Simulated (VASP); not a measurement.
## C: single point with PBE

Slab: C, a slab with vacuum.

```
C
1.0
     2.46653    0.00000    0.00000
    -1.23326    2.13608    0.00000
     0.00000    0.00000   23.80000
C
2
Direct
  0.33333 0.66667 0.37815
  0.66667 0.33333 0.37815
```

The cell was built by a generator and needn't be a form met in nature.

```yaml
Program: VASP 6.6.1
Task: single point
Functional: PBE
Potentials_or_basis: VASP PAW PBE potentials, release 64 (C)
Cutoff: 520 eV
k_mesh: 21 × 21 × 1
Occupations: gaussian, width 0.1 eV
Spin: no spin polarisation
Dipole_correction: yes
Further_INCAR_settings: ALGO = Fast; EDIFF = 1e-06; NBANDS = 11
```

- Band gap on the k mesh: none (metal or under the smearing width)

Levels at points of the mesh, in eV from the Fermi level:
```csv
k point,band 1,band 2,band 3,band 4,band 5,band 6,band 7,band 8
"(0.00, 0.00, 0.00)",-19.52,-7.61,-3.05,-3.05,3.26,4.04,4.29,4.86
```

Wall time 100 s on 1 thread of Intel(R) Xeon(R) Platinum 8375C CPU @ 2.90GHz (Ice Lake), on a shared host, peak memory 0.24 GiB.
